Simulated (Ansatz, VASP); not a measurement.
# ZnSe: VASP beside Ansatz

```
Zn Se
1.0
     0.00000    2.70215    2.70215
     2.70215    0.00000    2.70215
     2.70215    2.70215    0.00000
Zn Se
1 1
Cartesian
  0.0000 0.0000 0.0000
  1.3511 1.3511 1.3511
```

Alike in both runs: functional PBE; k mesh 12 × 12 × 12; occupations fermi-dirac, width 0.05 eV; no spin polarisation.

Ansatz relaxed the structure, and its values are those at the end. VASP's run is a single point on that final structure, the one shown.

|  | VASP | Ansatz |
| --- | --- | --- |
| version | VASP 6.6.1 | Ansatz 0.2.0 |
| potentials or method | VASP PAW PBE potentials, release 64 (Zn, Se), cutoff 520 eV | all-electron LAPW, scalar-relativistic |

|  | VASP | Ansatz | Ansatz less VASP |
| --- | --- | --- | --- |
| gap on the k mesh at the Fermi level (eV) | 1.90 | 1.89 | -0.006 |
| pressure (GPa) | 15.4 | 15.0 | -0.39 |

Ansatz ran all-electron here, so the differences hold the error of VASP's frozen core and of both bases.

Caveats: so large a pressure means that the cell lies far from this level's equilibrium, or that cutoff or potentials fall short (VASP).
